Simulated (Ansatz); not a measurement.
## CuAu in Ansatz: the effect of functional

The system is CuAu.

```
CELL_PARAMETERS angstrom
1.46205 0.84411 4.31218
-1.46205 0.84411 4.31218
0.00000 -1.68823 4.31218
ATOMIC_POSITIONS crystal
Au 0.00000 0.00000 0.00000
Cu 0.50000 0.50000 0.50000
```

The cell comes from a database or a generator and needn't be the stable form of this composition.

The cell isn't the ideal one: volume scaled by 1.04.

Alike in all runs:

```yaml
Program: Ansatz 0.2.0
Task: single point
Potentials_or_basis: Ansatz PAW
k_mesh: 11 × 11 × 11
Occupations: fermi-dirac, width 0.05 eV
Spin: no spin polarisation
```

Task: One run gave: pressure -12.3 GPa. Which functional did it use?
A. PBEsol
B. LDA
C. r2SCAN

Result: A.

```tsv
functional	cutoff	pressure (GPa)
LDA	420 eV (not typed: the program's choice for these potentials)	-16.6
PBEsol	420 eV (not typed: the program's choice for these potentials)	-12.3
r2SCAN	500 eV (not typed: the program's choice for these potentials)	-9.1
```

Caveats: the PAW data sets come from PBE, with cores solved anew for the run's functional, which leaves a small shift of forces and pressure.

Runs at the PBE level aren't shown here.
